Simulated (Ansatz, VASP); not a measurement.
Two plane-wave programs on Rb

The input INCAR:

```
ALGO     = Normal         # electronic algorithm
EDIFF    = 1E-7           # SCF threshold, eV
EDIFFG   = -0.01          # ionic threshold
ENCUT    = 600            # plane-wave cutoff, eV
GGA      = RE             # functional
IBRION   = 2              # ionic algorithm
ISIF     = 3              # what is computed and relaxed
ISMEAR   = -1             # smearing method
LASPH    = T              # aspherical terms in the spheres
LCHARG   = F              # write CHGCAR
LREAL    = F              # projectors in reciprocal space
LWAVE    = F              # write WAVECAR
NELM     = 80             # most SCF steps
NSW      = 80             # ionic steps
PREC     = Accurate       # precision mode
SIGMA    = 0.1            # smearing width, eV
```

The input KPOINTS:

```
k-points
0
Gamma
  8 8 8
```

POSCAR

```
Rb
1.0
    0.0000000000      3.5183295318      3.5183295318
    3.5183295318      0.0000000000      3.5183295318
    3.5183295318      3.5183295318      0.0000000000
Rb
1
Direct
    0.0000000000      0.0000000000      0.0000000000
```

Input for Ansatz:

```yaml
crystal:
  lattice:
    - [0.0, 3.5183295318, 3.5183295318]
    - [3.5183295318, 0.0, 3.5183295318]
    - [3.5183295318, 3.5183295318, 0.0]
  atoms:
    - { symbol: Rb, position: [0.0, 0.0, 0.0] }
hamiltonian:
  xc: revpbe
  pseudopotentials:
    kind: paw
    azcp:
      Rb: "pseudopotentials/Rb.paw.azcp"
basis:
  ecutwfc: 420
  fft_grid_basis: typed
kpoints:
  mp_grid: { grid: [8, 8, 8], shift: [0, 0, 0] }
magnetization:
  spin_polarized: false
scf:
  occupations: { method: fermi_dirac, width: 0.1 }
relax:
  max_steps: 60
  f_tol: 0.01
  cell: {}
```

The cell was built by a generator and needn't be a form met in nature.

Alike in both runs: task relaxation of cell and atoms; functional revPBE; k mesh 8 × 8 × 8; occupations fermi-dirac, width 0.1 eV; no spin polarisation.

|  | VASP | Ansatz |
| --- | --- | --- |
| version | VASP 6.6.1 | Ansatz 0.2.0 |
| potentials or method | VASP PAW PBE potentials, release 64 (Rb_sv) | plane waves (420 eV) with PAW, scalar-relativistic |
| plane-wave cutoff (eV) | 600 | 420 |
| valence electrons in the cell | 9 | 9 |

```tsv
	VASP	Ansatz	Ansatz less VASP
relaxed volume (Å³/atom)	99.87	99.71	-0.163
relaxed cell length with the largest relative difference (Å)	5.208	5.205	-0.0028
energy change over the relaxation (meV/atom)	-15	-15	-0.1
```

Caveats: the PAW data sets were made with another functional, which shifts forces and pressure a little (VASP).
